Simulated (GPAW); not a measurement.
A calculation with GPAW 26.7.0 of Ga (cli, Cartesian positions):

File Ga.xyz:

```xyz
1
Lattice="2.7164800000 0.0000000000 0.0000000000 0.0000000000 2.7164800000 0.0000000000 0.0000000000 0.0000000000 2.7164800000" Properties=species:S:1:pos:R:3 pbc="T T T"
Ga     0.0000000000      0.0000000000      0.0000000000
```

Potentials or basis: GPAW PAW data sets (gpaw-data 1.2.1), pw.

Run with:

```console
$ OMP_NUM_THREADS=1 gpaw run Ga.xyz -p 'mode=PW(600),xc=PBE,kpts={size:(10,10,10),gamma:True},occupations={name:fermi-dirac,width:0.05},nbands=7,convergence={density:1e-05,energy:1e-05},maxiter=150,txt=gpaw.txt' --properties efs -w gs.gpw
```

The cell was built by a generator and needn't be a form met in nature.

Write the same calculation in another form: ASE script, structure typed inline.

As run:

File run.py:

```python
from ase import Atoms
from ase.dft.bandgap import bandgap
from ase.io import write
from ase.units import Bohr, GPa
from gpaw import GPAW, PW
from gpaw.elf import elf_from_dft_calculation

atoms = Atoms(['Ga'],
              cell=[[2.71648, 0.0, 0.0],
                    [0.0, 2.71648, 0.0],
                    [0.0, 0.0, 2.71648]],
              scaled_positions=[[0.0, 0.0, 0.0]],
              pbc=True)

calc = GPAW(mode=PW(600),
            xc='PBE',
            kpts={'size': (10, 10, 10), 'gamma': True},
            occupations={'name': 'fermi-dirac', 'width': 0.05},
            nbands=7,
            convergence={'density': 1e-05, 'energy': 1e-05},
            maxiter=150,
            txt='gpaw.txt')
atoms.calc = calc
energy = atoms.get_potential_energy()
forces = atoms.get_forces()
stress = atoms.get_stress()
calc.write('gs.gpw')
write('result.traj', atoms)
print(f'Energy: {energy:.6f} eV')
print('Forces (eV/A):')
print(forces.round(4))
print('Stress (GPa):', (stress / GPa).round(3))
print('Fermi level:', round(calc.get_fermi_level(), 4), 'eV')
print(f'Gap: {bandgap(calc)[0]:.4f} eV, direct: {bandgap(calc, direct=True)[0]:.4f} eV')

# fields on the real-space grid
write('density.cube', atoms, data=calc.get_pseudo_density() * Bohr**3)
write('potential.cube', atoms, data=calc.get_electrostatic_potential())
write('elf.cube', atoms, data=elf_from_dft_calculation(calc).data)
```

Potentials or basis: GPAW PAW data sets (gpaw-data 1.2.1), pw.

Launch:

```bash
$ OMP_NUM_THREADS=1 python run.py
```

Both were run:

|  | cli, Cartesian positions | ASE script, structure typed inline |
| --- | --- | --- |
| Pressure | 0.5 GPa | 0.5 GPa |
| Band gap on the k mesh | none (metal or under the smearing width) | none (metal or under the smearing width) |

Keys that steer only the numerical path or the files written may differ.
